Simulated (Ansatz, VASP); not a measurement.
## Hg in VASP and in Ansatz

Contents of INCAR:

```
ALGO     = Normal         # electronic algorithm
EDIFF    = 1E-7           # SCF threshold, eV
ENCUT    = 520            # plane-wave cutoff, eV
ISIF     = 2              # what is computed and relaxed
ISMEAR   = -1             # smearing method
LASPH    = True           # aspherical terms in the spheres
LCHARG   = False          # write CHGCAR
LREAL    = False          # projectors in reciprocal space
LWAVE    = False          # write WAVECAR
NBANDS   = 12             # bands
NELM     = 60             # most SCF steps
PREC     = Accurate       # precision mode
SIGMA    = 0.1            # smearing width, eV
```

File KPOINTS:

```
k-points
0
Gamma
  11 11 11
```

The input POSCAR:

```
Hg
1.0
    1.7463233735      1.0082402698      2.1478810803
   -1.7463233735      1.0082402698      2.1478810803
    0.0000000000     -2.0164805396      2.1478810803
Hg
1
Direct
    0.0000000000      1.0000000000      0.0000000000
```

Input for Ansatz:

```yaml
crystal:
  lattice:
    - [1.7463233735, 1.0082402698, 2.1478810803]
    - [-1.7463233735, 1.0082402698, 2.1478810803]
    - [0.0, -2.0164805396, 2.1478810803]
  atoms:
    - { symbol: Hg, position: [0.0, 1.0, 0.0] }
hamiltonian:
  xc: lda
  pseudopotentials:
    kind: paw
    azcp:
      Hg: "pseudopotentials/Hg.paw.azcp"
basis:
  ecutwfc: 500
  fft_grid_basis: typed
kpoints:
  mp_grid: { grid: [11, 11, 11], shift: [0, 0, 0] }
magnetization:
  spin_polarized: false
scf:
  occupations: { method: fermi_dirac, width: 0.1 }
  lower_state_search: "off"
output:
  stress: true
```

Alike in both runs: task single point; functional LDA; k mesh 11 × 11 × 11; occupations fermi-dirac, width 0.1 eV; no spin polarisation.

|  | VASP | Ansatz |
| --- | --- | --- |
| version | VASP 6.6.1 | Ansatz 0.2.0 |
| potentials or method | VASP PAW LDA potentials, release 64 (Hg) | plane waves (500 eV) with PAW, scalar-relativistic |
| plane-wave cutoff (eV) | 520 | 500 |
| valence electrons in the cell | 12 | 20 |

```tsv
	VASP	Ansatz	Ansatz less VASP
pressure (GPa)	0.7	0.0	-0.73
largest component of the traceless stress (GPa)	0.30	0.02	-0.276
```

The two sets of potentials don't hold the same shells in valence. Ansatz warned: «pseudo_functional_mismatch».

Spin-orbit coupling is left out, which matters for the levels of Hg.
